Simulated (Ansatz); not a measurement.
# Cobalt, diamond under m-r²SCAN: ground state and equation of state, part 3 of 3

Aim: take cobalt in the diamond structure, relax it, solve it on a dense k-mesh, then scale the cell to 7 volumes from 88 to 112 % of the relaxed one and try a fit of the equation of state. The start is ferromagnetic. The k-meshes are 11×11×11 for the relaxation; 18×18×18 for the dense run; 13×13×13 for the volumes.

Ansatz 0.2.0; DFT, m-r2SCAN, plane waves (500 eV) with PAW, scalar-relativistic. Earlier steps stand in the parts before.

### Step 7. Equation of state: 100 %

This is Co in the diamond structure; at room conditions it is hcp.

Input file input.yaml:

```yaml
crystal:
  lattice:
    - [0.0, 2.4269599118, 2.4269599118]
    - [2.4269599118, 0.0, 2.4269599118]
    - [2.4269599118, 2.4269599118, 0.0]
  atoms:
    - { symbol: Co, position: [0.125, 0.125, 0.125], spin: 0.275 }
    - { symbol: Co, position: [0.875, 0.875, 0.875], spin: 0.275 }
hamiltonian:
  xc: mr2scan
  pseudopotentials:
    kind: paw
    azcp:
      Co: "pseudopotentials/Co.paw.azcp"
basis:
  ecutwfc: 500
  fft_grid_basis: typed
kpoints:
  mp_grid: { grid: [13, 13, 13], shift: [0, 0, 0] }
magnetization:
  spin_polarized: true
scf:
  occupations: { method: fermi_dirac, width: 0.05 }
  lower_state_search: "off"
output:
  stress: true
  write_density: true
  write_potential: true
  elf: true
  volumetric_format: npy
```

Standard output, cut to the lines that bear on the results:

```text
Warning: RAYON_NUM_THREADS=2 ignored (pool sized by the plan → 2); use --threads N
[...]
Pseudopotentials: kind: paw
Pseudopotential: Co, paw, valence charge 17, recommended cutoff 500 eV (meta_gga), <dir>
Functional definition: m-r2SCAN
[...]
Crystal: 2 atoms, lattice volume = 28.590 Å³
Basis set: ecut = 500 eV, 725 PW (Γ), exchange–correlation on 108×108×108 points (64 copies of the dense FFT grid, shifted against one another)
[...]
Free energy (F): -10259.703601 eV
[...]
E sigma→0 (E₀):  -10259.687834 eV
Entropy (-TS):   -0.031532 eV (-15.766 meV/atom)
Fermi energy:    13.050414 eV
[...]
--- Stress (GPa, compression-positive) ---
       -0.177598       0.000000       0.000000
       -0.000000      -0.177598      -0.000000
       -0.000000      -0.000000      -0.177598
  P = ⅓ Tr σ = -0.1776 GPa (-1.776 kbar)
--- Band table (eV; the first three rows and the last of 168) ---
[... band rows left out ...]
[...]
```

Run time: 12 s. Hardware: 2 threads of an x86-64 CPU, shared host; peak memory 0.55 GiB.

### Step 8. Equation of state: 104 %

Edit input.yaml of step 7 so:

```diff
@@ -2,5 +2,5 @@
   lattice:
-    - [0.0, 2.4269599118, 2.4269599118]
-    - [2.4269599118, 0.0, 2.4269599118]
-    - [2.4269599118, 2.4269599118, 0.0]
+    - [0.0, 2.4588972574, 2.4588972574]
+    - [2.4588972574, 0.0, 2.4588972574]
+    - [2.4588972574, 2.4588972574, 0.0]
   atoms:
@@ -26,5 +26 @@
   stress: true
-  write_density: true
-  write_potential: true
-  elf: true
-  volumetric_format: npy
```

Standard output, cut to the lines that bear on the results:

```text
Warning: RAYON_NUM_THREADS=2 ignored (pool sized by the plan → 2); use --threads N
[...]
Pseudopotentials: kind: paw
Pseudopotential: Co, paw, valence charge 17, recommended cutoff 500 eV (meta_gga), <dir>
Functional definition: m-r2SCAN
[...]
Crystal: 2 atoms, lattice volume = 29.734 Å³
Basis set: ecut = 500 eV, 749 PW (Γ), exchange–correlation on 108×108×108 points (64 copies of the dense FFT grid, shifted against one another)
[...]
Spin contamination: 0.0039 ħ² per cell (⟨S²⟩ above its minimum at these occupations)
Per-site moments (μB) at R_I (Å): [(0.41447519063873217, 0.8784053397092669), (0.41447519063873195, 0.8784053397092669)]
Free energy (F): -10259.684256 eV
[...]
E sigma→0 (E₀):  -10259.667857 eV
Entropy (-TS):   -0.032798 eV (-16.399 meV/atom)
Fermi energy:    12.335958 eV
[...]
--- Stress (GPa, compression-positive) ---
       -5.039169      -0.000000       0.000000
       -0.000000      -5.039169      -0.000000
        0.000000      -0.000000      -5.039169
  P = ⅓ Tr σ = -5.0392 GPa (-50.392 kbar)
```

Wall time 9.9 s (2 threads of an x86-64 CPU, shared host); peak memory 0.55 GiB.

### Step 9. Equation of state: 108 %

Edit input.yaml of step 8 so:

```diff
@@ -2,5 +2,5 @@
   lattice:
-    - [0.0, 2.4588972574, 2.4588972574]
-    - [2.4588972574, 0.0, 2.4588972574]
-    - [2.4588972574, 2.4588972574, 0.0]
+    - [0.0, 2.4900258437, 2.4900258437]
+    - [2.4900258437, 0.0, 2.4900258437]
+    - [2.4900258437, 2.4900258437, 0.0]
   atoms:
```

Standard output, cut to the lines that bear on the results:

```text
Warning: RAYON_NUM_THREADS=2 ignored (pool sized by the plan → 2); use --threads N
[...]
Pseudopotentials: kind: paw
Pseudopotential: Co, paw, valence charge 17, recommended cutoff 500 eV (meta_gga), <dir>
Functional definition: m-r2SCAN
[...]
Crystal: 2 atoms, lattice volume = 30.877 Å³
Basis set: ecut = 500 eV, 749 PW (Γ), exchange–correlation on 108×108×108 points (64 copies of the dense FFT grid, shifted against one another)
[...]
Spin contamination: 0.0061 ħ² per cell (⟨S²⟩ above its minimum at these occupations)
Per-site moments (μB) at R_I (Å): [(0.5261836571483021, 0.8895255751486416), (0.5261836571483021, 0.8895255751486416)]
Free energy (F): -10259.634162 eV
[...]
E sigma→0 (E₀):  -10259.616400 eV
Entropy (-TS):   -0.035524 eV (-17.762 meV/atom)
Fermi energy:    11.669137 eV
[...]
--- Stress (GPa, compression-positive) ---
       -8.834897      -0.000000      -0.000000
       -0.000000      -8.834897       0.000000
        0.000000      -0.000000      -8.834897
  P = ⅓ Tr σ = -8.8349 GPa (-88.349 kbar)
```

It took 9 s on 2 threads of an x86-64 CPU, shared host; peak memory 0.56 GiB.

### Step 10. Equation of state: 112 %

Edit input.yaml of step 9 so:

```diff
@@ -2,5 +2,5 @@
   lattice:
-    - [0.0, 2.4900258437, 2.4900258437]
-    - [2.4900258437, 0.0, 2.4900258437]
-    - [2.4900258437, 2.4900258437, 0.0]
+    - [0.0, 2.5203950055, 2.5203950055]
+    - [2.5203950055, 0.0, 2.5203950055]
+    - [2.5203950055, 2.5203950055, 0.0]
   atoms:
@@ -26 +26,5 @@
   stress: true
+  write_density: true
+  write_potential: true
+  elf: true
+  volumetric_format: npy
```

Standard output, cut to the lines that bear on the results:

```text
Warning: RAYON_NUM_THREADS=2 ignored (pool sized by the plan → 2); use --threads N
[...]
Pseudopotentials: kind: paw
Pseudopotential: Co, paw, valence charge 17, recommended cutoff 500 eV (meta_gga), <dir>
Functional definition: m-r2SCAN
[...]
Crystal: 2 atoms, lattice volume = 32.021 Å³
Basis set: ecut = 500 eV, 869 PW (Γ), exchange–correlation on 108×108×108 points (64 copies of the dense FFT grid, shifted against one another)
[...]
Free energy (F): -10259.560805 eV
[...]
E sigma→0 (E₀):  -10259.540161 eV
Entropy (-TS):   -0.041289 eV (-20.644 meV/atom)
Fermi energy:    11.037433 eV
[...]
--- Stress (GPa, compression-positive) ---
      -11.402640       0.000000      -0.000000
        0.000000     -11.402640       0.000000
       -0.000000       0.000000     -11.402640
  P = ⅓ Tr σ = -11.4026 GPa (-114.026 kbar)
--- Band table (eV; the first three rows and the last of 168) ---
[... band rows left out ...]
[...]
```

Wall time 12 s (2 threads of an x86-64 CPU, shared host); peak memory 0.55 GiB.

### Step 11. The equation of state

All volumes keep the relaxed shape and fractional coordinates.

```
V (Å³/atom)  E − lowest (meV/atom)  P from the stress (GPa)  largest moment (μB)
     12.580                  115.3                    24.91                 0.00
     13.152                   46.2                    14.45                 0.00
     13.723                   10.2                     6.20                 0.14
     14.295                    0.0                    -0.18                 0.28
     14.867                   10.0                    -5.04                 0.41
     15.439                   35.7                    -8.83                 0.53
     16.011                   73.8                   -11.40                 0.69
```

No single fit is made: the magnetic state changes along the curve.

### Step 12. Summary of results

The summary covers parts 1 to 3.

```
                      quantity                                  value
space group (spins left aside)                        Fd-3m (No. 227)
             conventional cell                            a = 4.854 Å
                        volume                         14.295 Å³/atom
             shortest distance                                2.102 Å
               gap on the mesh           none (levels filled in part)
                magnetic state  ferromagnetic, up to 0.28 μB per atom
relative to hcp, ferromagnetic                         +1341 meV/atom
```

**Reading.** From the guessed start the volume shrank by 4.4 % in 5 steps. It lies 1341 meV/atom above the element's reference form at the same level (hcp, ferromagnetic, from a run of its own), so it is far from stable. The final state is ferromagnetic (largest moment 0.28 μB). No gap shows: it is a metal or semimetal at this level. Relaxation kept the symmetry; phonons were not checked.
